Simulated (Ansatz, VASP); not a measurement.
Given: the input of a run of VASP 6.6.1 on Sc.

INCAR

```
SYSTEM = Sc
ALGO = Normal ; EDIFF = 1E-7
ENCUT = 520 ; GGA = PE
ISIF = 2 ; ISMEAR = -1
LASPH = .True. ; LCHARG = .False.
LREAL = .False. ; LWAVE = .False.
NBANDS = 12 ; NELM = 60
PREC = Accurate ; SIGMA = 0.05
```

Contents of KPOINTS:

```
k-points
0
Gamma
  10 10 10
  0 0 0
```

POSCAR

```
Sc
1.0
    3.1586866249      0.0000000000      0.0000000000
    1.4818065941      2.8057015597      0.0000000000
    1.5280587111      0.9139257167      2.6380392241
Sc
1
Direct
    0.0000000000      0.0000000000      0.0000000000
```

Potentials or basis: VASP PAW PBE potentials, release 64 (Sc_sv).

Launch:

```bash
$ cat potpaw_PBE.64/Sc_sv/POTCAR > POTCAR
$ mpirun -np 1 vasp_std > vasp.out
```

Problem. Translate it to Ansatz 0.2.0. Potentials there: Ansatz PAW.

Solution. As run (the cutoff follows the program's own potentials):

File input.yaml:

```yaml
crystal:
  lattice:
    - [3.1586866249, 0.0, 0.0]
    - [1.4818065941, 2.8057015597, 0.0]
    - [1.5280587111, 0.9139257167, 2.6380392241]
  atoms:
    - { symbol: Sc, position: [0.0, 0.0, 0.0] }
hamiltonian:
  xc: pbe
  pseudopotentials: { kind: paw }
kpoints:
  mp_grid: { grid: [10, 10, 10] }
scf:
  occupations: { method: fermi_dirac, width: 0.05 }
output:
  forces: true
  stress: true
  eigenvalues: true
```

Potentials or basis: Ansatz PAW.

Launch:

```console
$ ansatz run input.yaml --threads 2 --pin off --max-ram 5120MiB --backend cpu --events-out ev --progress --plain --runs-dir out
```

Both were run:

|  | VASP | Ansatz | Ansatz less VASP |
| --- | --- | --- | --- |
| gap on the k mesh at the Fermi level (eV) | none | none | - |
| pressure (GPa) | 3.1 | 3.0 | -0.03 |
| largest component of the traceless stress (GPa) | 1.08 | 1.07 | -0.004 |

A gap of «none» marks a metal or a gap that the smearing closes.
